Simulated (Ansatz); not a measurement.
Free-standing chains of the atoms of Ti, named by their start (strip: triangular double chain, ladder: square double chain); atoms and period are relaxed, and energies count from relaxed bulk Ti (P6_3/mmc, 17.39 Å³/atom, gap on the mesh 0.00 eV).

Theory: Ansatz, DFT PBE, scalar-relativistic, plane waves, PAW.

Plane waves to 420 eV, a k mesh through Γ of 1×1×14 on the computed 2-atom cell and Gaussian smearing (0.05 eV); collinear spin from starting moments 1.5 1.5 μB.

Start (zigzag chain):

```xyz
2
Lattice="10.2000 0.0000 0.0000 0.0000 9.3000 0.0000 0.0000 0.0000 4.6630" Properties=species:S:1:pos:R:3 pbc="T T T"
Ti    4.5171    4.6500    0.0000
Ti    5.6829    4.6500    2.3315
```

Question: Give the relaxed structure and its energy.

Answer: The free energy falls by 1142 meV/atom. It ends far from its start (an atom moved by over half a bond, or the period changed much).

- excess energy (eV per host atom): 2.399
- period (Å): 2.613
- gap on the mesh (eV): 0
- size of the moment (μB per cell): 0.30

Relaxed structure:
```yaml
crystal:
  lattice:
    - [10.20000, 0.00000, 0.00000]
    - [0.00000, 9.30000, 0.00000]
    - [0.00000, 0.00000, 2.61269]
  atoms:
    - { symbol: Ti, position: [0.39919, 0.50000, 0.00000] }
    - { symbol: Ti, position: [0.60081, 0.50000, 0.50000] }
```

Each run keeps its start's symmetry and one magnetic start, so lower states can exist.

It took 94 s on 2 threads of Arm Neoverse V2, with other jobs on the host, peak memory 0.65 GiB.